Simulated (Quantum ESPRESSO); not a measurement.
Crystal: TiC.

```
Ti C
1.0
     0.00000    2.16572    2.16572
     2.16572    0.00000    2.16572
     2.16572    2.16572    0.00000
Ti C
1 1
Direct
  0.00000 0.00000 0.00000
  0.50000 0.50000 0.50000
```

The cell is a database's computed one.

Base run:

| Item | Value |
| --- | --- |
| Program | Quantum ESPRESSO 7.5 |
| Functional | PBEsol |
| Potentials or basis | SSSP 1.3 efficiency PBE |
| Cutoff | 748 eV |
| Density cutoff | 5987 eV |
| k mesh | 11 × 11 × 11 |
| Occupations | fermi-dirac, width 0.05 eV |
| Spin | no spin polarisation |

Its results: band gap on the k mesh none (metal or under the smearing width); pressure -6.6 GPa.

Problem. The run is repeated on the same cell with these changes: hubbard terms from none to Ti d U = 8 eV. What comes out?

Solution. Band gap on the k mesh none (metal or under the smearing width); pressure 10.8 GPa.

Caveats: the potentials were made for another functional, which shifts forces and pressure; U without spin polarisation on a metal has little footing (some runs); the U is typed as a test and isn't derived for this compound (some runs).
